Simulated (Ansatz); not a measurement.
## Stiffness of Y from strained cells

```xyz
1
Lattice="0.0000 2.4850 2.4850 2.4850 0.0000 2.4850 2.4850 2.4850 0.0000" Properties=species:S:1:pos:R:3 pbc="T T T"
Y     0.0000    0.0000    0.0000
```

The cell is COD entry 1534898, as deposited and not checked against the literature; nothing was relaxed.

Theory: DFT, PBE, all-electron LAPW, scalar-relativistic (Ansatz 0.2.0).

Numerical set-up: a Γ-centred 13×13×13 k mesh, Fermi–Dirac smearing of 0.05 eV, basis error target 1 meV/atom, no spin polarisation.

The unstrained cell is at 2.40 GPa. Large strains and very small stresses are left out. Each strain is applied once, with fractional coordinates held (clamped ions), and σ below is the change of stress, positive in tension. One finite strain gives stress–strain coefficients at this pressure with an error of the order of the strain times third-order constants, a few per cent for each per cent of strain. In a metal the k mesh adds noise of tens of per cent to soft shears.

Question: With z strained by -1 % at fixed volume, the run gives σzz − σxx = -0.45 GPa and εzz − εxx = -0.0150. Which stiffness follows?

Answer: C11 − C12 = (σzz − σxx)/(εzz − εxx) = 30 GPa.

Question: Estimate the stiffness probed by this change, and the stress that it gives: xy engineering shear strain of +1.5 %.

Answer: σxy = 0.55 GPa and γxy = 2εxy = 0.0150, so C44 (clamped ions) = σxy/γxy = 36 GPa.

Question: Scaling the volume by 0.9700 and 1.0300 gives 3.90 GPa and 1.07 GPa. Combine this with the best C11 − C12 to estimate C11 and C12.

Answer: B = −ΔP/Δln V = 47.1 GPa = (C11 + 2 C12)/3; with C11 − C12 = 30.0 GPa, C11 = B + (2/3)(C11 − C12) = 67 GPa and C12 = B − (C11 − C12)/3 = 37 GPa.
